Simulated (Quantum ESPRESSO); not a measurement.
# Te (C2/m) in Quantum ESPRESSO: equation of state

How stiff is Te in PBEsol, and what volume does it want? The cell is scaled to several volumes.

All numbers are computed with Quantum ESPRESSO 7.5; they aren't measurements. Logs are shortened: lines on timing, memory, paths and dates and some standing lists are left out, and cuts for length are marked.

## Step 1: The crystal as given

It takes space group C2/m (No. 12, monoclinic). The conventional cell has a = 7.641 Å, b = 4.296 Å, c = 5.977 Å, α = 90.00°, β = 90.90°, γ = 90.00°. Te (site symmetry 2/m) has 6 Te at 3.09 to 3.31 Å as nearest neighbours. Around Te (site symmetry m) lie 6 Te at 3.03 to 3.47 Å.

This isn't the form of Te at room conditions, which is trigonal, of chains.

## Step 2: Single point, PBEsol, 30.73 Å³/atom

The input, pw.in:

```
&CONTROL
  calculation = 'scf'
  prefix = 'pwscf'
  outdir = './tmp'
  pseudo_dir = './pseudo'
  tprnfor = .true.
  tstress = .true.
  disk_io = 'nowf'
/
&SYSTEM
  ibrav = 0
  nat = 3
  ntyp = 1
  ecutwfc = 45
  ecutrho = 360
  nbnd = 15
  occupations = 'smearing'
  smearing = 'fd'
  degauss = 0.00367493
/
&ELECTRONS
  conv_thr = 6d-10
  electron_maxstep = 120
  mixing_beta = 0.5
/
ATOMIC_SPECIES
Te   127.6000 te_pbesol_v1.uspp.F.UPF
CELL_PARAMETERS angstrom
   3.7423024554   -2.1043494257    0.0000000000
   3.7423024554    2.1043494257    0.0000000000
  -0.0923660238    0.0000000000    5.8540953882
ATOMIC_POSITIONS crystal
Te     0.0000000000    0.0000000000    0.0000000000
Te     0.3094466100    0.3094466100    0.3388094900
Te     0.6905533900    0.6905533900    0.6611905100
K_POINTS automatic
7 7 5 0 0 0
```

Potentials or basis: GBRV 1.5 PBEsol.

On the command line:

```bash
> OMP_NUM_THREADS=1 mpirun -n 2 pw.x -nk 2 -in pw.in > pw.out
```

pw.out:

```text
This program is part of the open-source Quantum ESPRESSO suite
     for quantum simulation of materials; please cite
[... 13 lines left out ...]
     --------------------
     sticks:   dense  smooth     PW     G-vecs:    dense   smooth      PW
     Sum        1607     807    249                71753    25367    4287

     Using Slab Decomposition

     bravais-lattice index     =            0
     lattice parameter (alat)  =       8.1133  a.u.
     unit-cell volume          =     622.2188 (a.u.)^3
     number of atoms/cell      =            3
     number of atomic types    =            1
     number of electrons       =        18.00
     number of Kohn-Sham states=           15
     kinetic-energy cutoff     =      45.0000  Ry
     charge density cutoff     =     360.0000  Ry
     scf convergence threshold =      6.0E-10
     mixing beta               =       0.5000
     number of iterations used =            8  plain     mixing
     Exchange-correlation= SLA  PW   PSX  PSC
                           (   1   4  10   8   0   0   0)

     celldm(1)=   8.113313  celldm(2)=   0.000000  celldm(3)=   0.000000
     celldm(4)=   0.000000  celldm(5)=   0.000000  celldm(6)=   0.000000

     crystal axes: (cart. coord. in units of alat)
               a(1) = (   0.871645  -0.490138   0.000000 )
               a(2) = (   0.871645   0.490138   0.000000 )
               a(3) = (  -0.021514   0.000000   1.363517 )

     reciprocal axes: (cart. coord. in units 2 pi/alat)
               b(1) = (  0.573628 -1.020121  0.009051 )
               b(2) = (  0.573628  1.020121  0.009051 )
               b(3) = ( -0.000000  0.000000  0.733398 )

     PseudoPot. # 1 for Te read from file:
     te_pbesol_v1.uspp.F.UPF
     Pseudo is Ultrasoft + core correction, Zval =  6.0
     Generated by new atomic code, or converted to UPF format
     Using radial grid of  891 points,  5 beta functions with:
                l(1) =   0
                l(2) =   0
                l(3) =   1
                l(4) =   1
                l(5) =   2
     Q(r) pseudized with  6 coefficients,  rinner =    1.800   1.800   1.800
                                                       1.800   1.800

     atomic species   valence    mass     pseudopotential
     Te                6.00   127.60000     Te( 1.00)

      4 Sym. Ops., with inversion, found

   Cartesian axes

     site n.     atom                  positions (alat units)
         1        Te     tau(   1) = (   0.0000000   0.0000000   0.0000000  )
         2        Te     tau(   2) = (   0.5321660   0.0000000   0.4619724  )
         3        Te     tau(   3) = (   1.1896099   0.0000000   0.9015443  )

     number of k points=    72  Fermi-Dirac smearing, width (Ry)=  0.0037
                       cart. coord. in units 2pi/alat
        k(    1) = (   0.0000000   0.0000000   0.0000000), wk =   0.0081633
        k(    2) = (   0.0000000   0.0000000   0.1466795), wk =   0.0163265
        k(    3) = (   0.0000000   0.0000000   0.2933591), wk =   0.0163265
        k(    4) = (   0.0819469   0.1457315   0.0012930), wk =   0.0326531
        k(    5) = (   0.0819469   0.1457315   0.1479725), wk =   0.0326531
        k(    6) = (   0.0819469   0.1457315   0.2946521), wk =   0.0326531
[... 64 lines left out ...]
        k(   71) = (  -0.0000000  -0.8743891   0.1466795), wk =   0.0326531
        k(   72) = (  -0.0000000  -0.8743891   0.2933591), wk =   0.0326531

     Dense  grid:    71753 G-vectors     FFT dimensions: (  50,  50,  72)

     Smooth grid:    25367 G-vectors     FFT dimensions: (  36,  36,  48)

     Initial potential from superposition of free atoms

     starting charge      17.9994, renormalised to      18.0000
     Starting wfcs are   12 randomized atomic wfcs +    3 random wfcs

     Self-consistent Calculation

     iteration #  1     ecut=    45.00 Ry     beta= 0.50
     Davidson diagonalization with overlap
     ethr =  1.00E-02,  avg # of iterations =  8.4

     Threshold (ethr) on eigenvalues was too large:
     Diagonalizing with lowered threshold

     Davidson diagonalization with overlap
     ethr =  5.96E-05,  avg # of iterations =  7.2

     total energy              =     -79.29844423 Ry
     estimated scf accuracy    <       0.01084708 Ry

     iteration #  2     ecut=    45.00 Ry     beta= 0.50
     Davidson diagonalization with overlap
     ethr =  6.03E-05,  avg # of iterations =  1.8

     total energy              =     -79.29885184 Ry
     estimated scf accuracy    <       0.00536259 Ry

     iteration #  3     ecut=    45.00 Ry     beta= 0.50
     Davidson diagonalization with overlap
     ethr =  2.98E-05,  avg # of iterations =  1.3

     total energy              =     -79.29987428 Ry
     estimated scf accuracy    <       0.00141323 Ry

     iteration #  4     ecut=    45.00 Ry     beta= 0.50
     Davidson diagonalization with overlap
     ethr =  7.85E-06,  avg # of iterations =  1.8

     total energy              =     -79.30001493 Ry
     estimated scf accuracy    <       0.00002542 Ry

     iteration #  5     ecut=    45.00 Ry     beta= 0.50
     Davidson diagonalization with overlap
     ethr =  1.41E-07,  avg # of iterations =  4.2

     total energy              =     -79.30002482 Ry
     estimated scf accuracy    <       0.00000383 Ry

     iteration #  6     ecut=    45.00 Ry     beta= 0.50
     Davidson diagonalization with overlap
     ethr =  2.13E-08,  avg # of iterations =  2.0

     total energy              =     -79.30002567 Ry
     estimated scf accuracy    <       0.00000013 Ry

     iteration #  7     ecut=    45.00 Ry     beta= 0.50
     Davidson diagonalization with overlap
     ethr =  7.22E-10,  avg # of iterations =  4.0

     total energy              =     -79.30002575 Ry
     estimated scf accuracy    <       0.00000004 Ry

     iteration #  8     ecut=    45.00 Ry     beta= 0.50
     Davidson diagonalization with overlap
     ethr =  2.41E-10,  avg # of iterations =  1.8

     total energy              =     -79.30002576 Ry
     estimated scf accuracy    <          1.3E-09 Ry

     iteration #  9     ecut=    45.00 Ry     beta= 0.50
     Davidson diagonalization with overlap
     ethr =  7.10E-12,  avg # of iterations =  3.1

     End of self-consistent calculation

          k = 0.0000 0.0000 0.0000 (  3179 PWs)   bands (ev):

    -6.9691  -3.4831  -3.3139   4.3274   4.3358   4.9474   5.1140   5.4450
     5.6625   8.3199   8.3586   8.9407  11.8004  12.2777  13.1860

          k = 0.0000 0.0000 0.1467 (  3181 PWs)   bands (ev):

    -6.8206  -4.5932  -2.1314   4.0345   4.3477   4.4882   5.5600   5.8104
     5.8125   7.9046   7.9387   8.4873  11.1732  12.5475  12.7181

          k = 0.0000 0.0000 0.2934 (  3180 PWs)   bands (ev):

    -6.3973  -5.5596  -1.1468   3.3251   4.3672   4.4520   5.8438   6.1970
     6.5881   7.2023   7.2703   7.6353  10.7018  11.9726  12.1093

          k = 0.0819 0.1457 0.0013 (  3183 PWs)   bands (ev):

    -6.7844  -3.4517  -3.3122   2.9562   3.6642   4.0696   5.8631   6.1049
     7.0201   7.4855   8.0526   8.5293  11.2442  12.0218  13.0854

          k = 0.0819 0.1457 0.1480 (  3180 PWs)   bands (ev):

    -6.6329  -4.5246  -2.2130   3.0881   3.3131   4.0932   6.0420   6.4523
     6.7338   7.3602   7.5280   8.5477  10.6255  12.8777  13.1560

          k = 0.0819 0.1457 0.2947 (  3173 PWs)   bands (ev):

    -6.2137  -5.4378  -1.4543   3.1580   3.5498   4.3346   5.1289   5.7520
     6.1562   7.5626   7.9931   9.1290  10.6981  12.0142  12.8279

          k = 0.0819 0.1457-0.2921 (  3183 PWs)   bands (ev):

    -6.2366  -5.3987  -1.5158   3.3242   4.0375   4.4110   4.8317   5.2395
     5.4205   8.1885   8.6970   8.8910  11.2545  11.8040  12.4464

          k = 0.0819 0.1457-0.1454 (  3184 PWs)   bands (ev):

    -6.6452  -4.4616  -2.3201   3.1141   4.1014   4.2185   5.2450   5.3696
     5.9593   8.1580   8.6017   9.0533  11.3852  12.3012  12.5935

          k = 0.1639 0.2915 0.0026 (  3176 PWs)   bands (ev):

    -6.2470  -3.6906  -3.1912   1.9383   2.7654   3.3400   5.0535   6.3746
     6.6107   7.5997   7.9818   9.4726   9.9949  12.8338  13.8439

          k = 0.1639 0.2915 0.1493 (  3172 PWs)   bands (ev):

    -6.0868  -4.4427  -2.4820   1.6624   2.5596   3.4367   6.0207   6.3063
     6.7062   7.6612   8.0388   8.2065   9.7713  13.6504  14.4010

          k = 0.1639 0.2915 0.2959 (  3170 PWs)   bands (ev):

    -5.6826  -5.1419  -2.2391   1.8509   2.9456   3.7850   5.0275   5.1997
     6.2322   8.4155   8.6243   9.1867  10.4034  13.5461  14.2223

          k = 0.1639 0.2915-0.2908 (  3172 PWs)   bands (ev):

    -5.7887  -4.9457  -2.4759   2.4452   3.5639   3.8540   4.3872   4.6486
     4.9122   9.0427   9.6816  10.0137  11.5772  12.3147  12.9445

          k = 0.1639 0.2915-0.1441 (  3171 PWs)   bands (ev):

    -6.1402  -4.1068  -2.9967   2.6514   3.3713   3.4289   3.8250   5.4501
     5.5301   8.5978   9.1863  10.2877  10.9646  12.5246  13.3131

          k = 0.2458 0.4372 0.0039 (  3167 PWs)   bands (ev):

    -5.4262  -4.4320  -3.0359   1.9898   2.2606   2.9251   3.4091   6.4876
     6.5855   7.4454   7.6244   9.2893  10.9606  14.6483  15.6849

          k = 0.2458 0.4372 0.1506 (  3168 PWs)   bands (ev):

    -5.2330  -4.7018  -2.9442   1.2299   2.2930   3.1060   4.9771   5.6351
     5.8433   7.9261   8.6990   9.5735   9.5980  14.8958  15.3062

          k = 0.2458 0.4372 0.2972 (  3176 PWs)   bands (ev):

    -4.9750  -4.8339  -3.2139   0.8913   2.9700   3.4952   4.6123   4.6889
     6.8555   7.6159   8.9498   9.8606  10.6522  12.8304  15.5293

          k = 0.2458 0.4372-0.2895 (  3176 PWs)   bands (ev):

    -5.2374  -4.3004  -3.5849   1.1495   3.2790   3.4772   4.4305   4.5382
     5.5002   8.9935   9.2845  10.0247  11.2039  11.9500  14.9599

          k = 0.2458 0.4372-0.1428 (  3163 PWs)   bands (ev):

    -5.4136  -4.1550  -3.4822   1.9315   2.5377   3.1204   3.7068   5.4608
     5.6139   8.2290   8.9783  10.0152  10.7202  13.7433  15.0639

          k = 0.1639 0.0000 0.0026 (  3194 PWs)   bands (ev):

    -6.7985  -3.4990  -3.2644   2.9102   3.8518   3.9098   6.0628   6.1089
     6.8273   7.6232   8.1084   8.4645  11.1624  12.0797  13.2528

          k = 0.1639 0.0000 0.1493 (  3174 PWs)   bands (ev):

    -6.6473  -4.5177  -2.2596   3.0262   4.1045   4.4916   5.0849   5.5409
     5.7850   8.2662   8.6178   8.9503  11.3823  12.3865  12.6705

          k = 0.1639 0.0000 0.2959 (  3182 PWs)   bands (ev):

    -6.2363  -5.4300  -1.4891   3.2803   4.2788   4.3652   4.6582   5.3677
     5.3736   8.2899   8.5990   8.9284  11.2347  11.8234  12.4823

          k = 0.1639 0.0000-0.2908 (  3176 PWs)   bands (ev):

    -6.2593  -5.3967  -1.4778   3.1378   3.7662   4.1042   5.0320   5.9097
     6.3052   7.6158   7.8625   9.1926  10.8060  11.9044  12.8745
[... 178 lines left out ...]
    -5.0574  -4.2973  -3.5971   1.5852   2.3051   2.7909   3.8834   4.9657
     5.5990   9.1450   9.4859  10.4752  11.9210  12.1820  14.2175

          k =-0.0819-0.7287 0.2921 (  3176 PWs)   bands (ev):

    -4.9314  -4.3657  -3.6105   1.3164   1.6647   2.0624   5.5036   6.5233
     7.2172   7.5713   8.2363   9.2284  12.4411  12.9644  14.0356

          k =-0.0819-0.7287-0.2947 (  3169 PWs)   bands (ev):

    -4.9981  -4.1886  -3.7251   1.3845   1.5963   2.0497   5.5066   6.5394
     7.1880   7.6381   8.2388   9.1949  12.5398  12.8820  13.9490

          k =-0.0819-0.7287-0.1480 (  3172 PWs)   bands (ev):

    -5.1270  -4.0073  -3.8230   1.6147   2.3169   2.6931   3.9056   4.9852
     5.6349   9.1741   9.4786  10.4534  12.0400  12.0736  14.3065

          k =-0.0000-0.5829-0.0000 (  3154 PWs)   bands (ev):

    -4.9344  -4.4492  -3.5825   2.3940   2.4327   3.4914   3.5140   3.8277
     4.2438   9.9395  10.2540  10.4210  11.7704  11.7979  14.3137

          k =-0.0000-0.5829 0.1467 (  3158 PWs)   bands (ev):

    -4.8778  -4.4362  -3.6242   1.6751   2.1373   2.8138   3.9947   4.8628
     5.5485   9.0814   9.5907  10.2569  11.8892  12.0599  14.5324

          k =-0.0000-0.5829 0.2934 (  3157 PWs)   bands (ev):

    -4.7678  -4.4231  -3.7039   1.3734   1.5749   2.0608   5.5774   6.4453
     7.0737   7.6242   8.3015   9.0661  12.2868  12.9520  14.0214

          k = 0.4917 0.0000 0.0078 (  3173 PWs)   bands (ev):

    -5.6599  -4.2335  -3.0703   1.8724   2.4359   3.0022   3.3357   6.7571
     7.0538   7.2861   7.5631   9.3260  11.0544  14.6235  15.7585

          k = 0.4917 0.0000 0.1544 (  3166 PWs)   bands (ev):

    -5.5917  -4.1456  -3.3762   1.9704   2.5169   3.1738   3.7492   5.5934
     5.7414   8.6254   8.7357   9.9892  10.8223  13.8546  15.1506

          k = 0.4917 0.0000 0.3011 (  3165 PWs)   bands (ev):

    -5.4245  -4.3407  -3.4228   1.1500   3.4531   3.5928   4.2895   4.6300
     5.6079   9.1073   9.6684   9.7198  11.1281  11.9832  15.3479

          k = 0.4917 0.0000-0.2856 (  3174 PWs)   bands (ev):

    -5.3939  -4.5048  -3.1998   0.8905   3.1226   3.5397   4.6398   4.7333
     6.9784   7.6715   9.4442   9.4616  10.6625  12.8073  15.5794

          k = 0.4917 0.0000-0.1389 (  3174 PWs)   bands (ev):

    -5.5647  -4.3885  -3.0067   1.2406   2.3202   3.1392   5.0169   5.7815
     5.9979   8.2941   8.4469   9.6110   9.7309  14.7296  15.4834

          k =-0.0000-0.8744-0.0000 (  3176 PWs)   bands (ev):

    -5.3645  -4.3059  -3.2939   2.0716   2.7449   2.7790   3.0651   5.2104
     5.5380   8.6658   9.2186  10.1120  11.1403  14.0880  14.7232

          k =-0.0000-0.8744 0.1467 (  3180 PWs)   bands (ev):

    -5.3091  -4.2689  -3.4140   1.5759   2.0955   3.3805   4.1199   4.4441
     6.9274   7.6286   9.7004  10.2551  10.5647  14.0931  14.8354

          k =-0.0000-0.8744 0.2934 (  3167 PWs)   bands (ev):

    -5.2071  -4.1930  -3.6326   1.0002   2.1834   2.9781   4.7669   6.0667
     6.4254   8.3797   8.5598   9.7621  11.1911  12.6674  15.1222

     the Fermi energy is     7.2484 ev

!    total energy              =     -79.30002576 Ry
     estimated scf accuracy    <          4.6E-11 Ry
     smearing contrib. (-TS)   =      -0.00054498 Ry
     internal energy E=F+TS    =     -79.29948078 Ry

     The total energy is F=E-TS. E is the sum of the following terms:
     one-electron contribution =      12.97347722 Ry
     hartree contribution      =       2.46913749 Ry
     xc contribution           =     -43.03787707 Ry
     ewald contribution        =     -51.70421841 Ry

     convergence has been achieved in   9 iterations

     Forces acting on atoms (cartesian axes, Ry/au):

     atom    1 type  1   force =     0.00000000    0.00000000    0.00000000
     atom    2 type  1   force =     0.01215332    0.00000000   -0.00462025
     atom    3 type  1   force =    -0.01215332    0.00000000    0.00462025

     Total force =     0.018387     Total SCF correction =     0.000008

     Computing stress (Cartesian axis) and pressure

          total   stress  (Ry/bohr**3)                   (kbar)     P=       13.50
   0.00006290  -0.00000000   0.00000106            9.25       -0.00        0.16
   0.00000000   0.00009263  -0.00000000            0.00       13.63       -0.00
   0.00000106  -0.00000000   0.00011974            0.16       -0.00       17.61

=------------------------------------------------------------------------------=
   JOB DONE.
=------------------------------------------------------------------------------=
```

Wall time 27 s (2 MPI ranks of Arm Neoverse V2, shared host); peak memory 0.32 GiB.

Results:

* Free energy: -1078.9318 eV
* Pressure: 1.3 GPa
* Largest force: 0.334 eV/Å
* Band gap on the k mesh: none (metal or under the smearing width)

## Step 3: Single point, PBEsol, 31.39 Å³/atom

Changes to pw.in since step 2:

```diff
@@ -28,5 +28,5 @@
 CELL_PARAMETERS angstrom
-   3.7423024554   -2.1043494257    0.0000000000
-   3.7423024554    2.1043494257    0.0000000000
-  -0.0923660238    0.0000000000    5.8540953882
+   3.7686575664   -2.1191692761    0.0000000000
+   3.7686575664    2.1191692761    0.0000000000
+  -0.0930165102    0.0000000000    5.8953227704
 ATOMIC_POSITIONS crystal
```

Potentials or basis: GBRV 1.5 PBEsol.

On the command line:

```bash
> OMP_NUM_THREADS=1 mpirun -n 2 pw.x -nk 2 -in pw.in > pw.out
```

It took 27 s on 2 MPI ranks of Arm Neoverse V2, shared host; peak memory 0.32 GiB.

It converged, with:

```
Free energy            : -1078.9405 eV
Pressure               : 0.1 GPa
Largest force          : 0.264 eV/Å
Band gap on the k mesh : none (metal or under the smearing width)
```

(Continued in part 2 of 2.)
